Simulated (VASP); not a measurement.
A run of VASP 6.6.1:

The input INCAR:

```
SYSTEM = PtSe2
PREC = Accurate
ENCUT = 520
EDIFF = 1E-7
ISMEAR = 0
SIGMA = 0.05
LREAL = .FALSE.
LASPH = .TRUE.
NELM = 80
ALGO = Normal
ISIF = 2
LWAVE = .FALSE.
LCHARG = .TRUE.
ISPIN = 2
MAGMOM = 0.5 0 0
LORBIT = 11
NUPDOWN = 0
LMAXMIX = 4
LDAU = .TRUE.
LDAUTYPE = 2
LDAUL = 2 -1
LDAUU = 7 0
LDAUJ = 0 0
LDAUPRINT = 1
GGA = PS
LELF = .TRUE.
LVHAR = .TRUE.
```

Contents of KPOINTS:

```
Automatic mesh
0
G
  6 6 4
  0 0 0
```

Contents of POSCAR:

```
PtSe2
1.0
    3.2802082100     -2.0108328800      0.0000000000
    3.2802082100      2.0108328800      0.0000000000
   -0.0032294100      0.0000000000      4.6257814300
Pt Se
1 2
Direct
    0.0000000000      0.0000000000      0.0000000000
    0.6879000000      0.6879000000      0.2889000000
    0.3121000000      0.3121000000      0.7111000000
```

Potentials or basis: VASP PAW PBE potentials, release 64 (Pt, Se).

The run is started by

```sh
$ cat potpaw_PBE.64/Pt/POTCAR potpaw_PBE.64/Se/POTCAR > POTCAR
$ mpirun -np 1 vasp_std > vasp.out
```

Hardware: 1 thread of Intel(R) Xeon(R) Platinum 8375C CPU @ 2.90GHz (Ice Lake), on a shared host.

**Question.** How long does it take, and how much memory?

**Answer.** It took 93 s on 1 thread of Intel(R) Xeon(R) Platinum 8375C CPU @ 2.90GHz (Ice Lake), with other jobs on the host, peak memory 0.24 GiB. Counts: scf iterations 19, k points 47.
